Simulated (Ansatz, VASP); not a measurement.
Two plane-wave programs on S

```
S
1.0
    -1.67936    1.67936    2.55490
     1.67936   -1.67936    2.55490
     1.67936    1.67936   -2.55490
S
1
Cartesian
  0.0000 0.0000 0.0000
```

Alike in both runs: task single point; functional PBEsol; k mesh 8 × 8 × 8; occupations gaussian, width 0.1 eV; no spin polarisation.

```csv
,VASP,Ansatz
version,VASP 6.6.1,Ansatz 0.2.0
potentials or method,"VASP PAW PBE potentials, release 64 (S)","scalar-relativistic, plane waves, PAW"
plane-wave cutoff (eV),520,420
valence electrons in the cell,6,6
```

```csv
,VASP,Ansatz,Ansatz less VASP
gap on the k mesh at the Fermi level (eV),none,none,-
pressure (GPa),-14.0,-14.0,+0.02
largest component of the traceless stress (GPa),2.28,2.27,-0.003
```

A gap of «none» marks a metal or a gap that the smearing closes. With one functional, cell and mesh, what is left measures potentials, basis and numerics.

Caveats: the PAW data sets were made with another functional, which shifts forces and pressure a little (VASP).
